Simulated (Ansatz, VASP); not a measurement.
**One calculation of Mg3Te, two programs**

```xyz
4
Lattice="-2.0478 2.0478 5.5319 2.0478 -2.0478 5.5319 2.0478 2.0478 -5.5319" Properties=species:S:1:pos:R:3 pbc="T T T"
Mg    0.0000    0.0000    5.5319
Mg    0.0000    2.0478    2.7659
Mg    2.0478    0.0000    2.7659
Te    0.0000    0.0000    0.0000
```

Alike in both runs: task single point; functional PBE; k mesh 14 × 14 × 14; occupations gaussian, width 0.1 eV; no spin polarisation.

|  | VASP | Ansatz |
| --- | --- | --- |
| version | VASP 6.6.1 | Ansatz 0.2.0 |
| potentials or method | VASP PAW PBE potentials, release 64 (Mg, Te) | scalar-relativistic, plane waves, PAW |
| plane-wave cutoff (eV) | 520 | 420 |
| valence electrons in the cell | 12 | 46 |

```csv
,VASP,Ansatz,Ansatz less VASP
gap on the k mesh at the Fermi level (eV),none,none,-
pressure (GPa),2.8,2.9,+0.10
largest component of the traceless stress (GPa),1.56,1.54,-0.015
```

A gap of «none» marks a metal or a gap that the smearing closes. The two sets of potentials don't hold the same shells in valence.

Spin-orbit coupling is left out, which matters for the levels of Te.
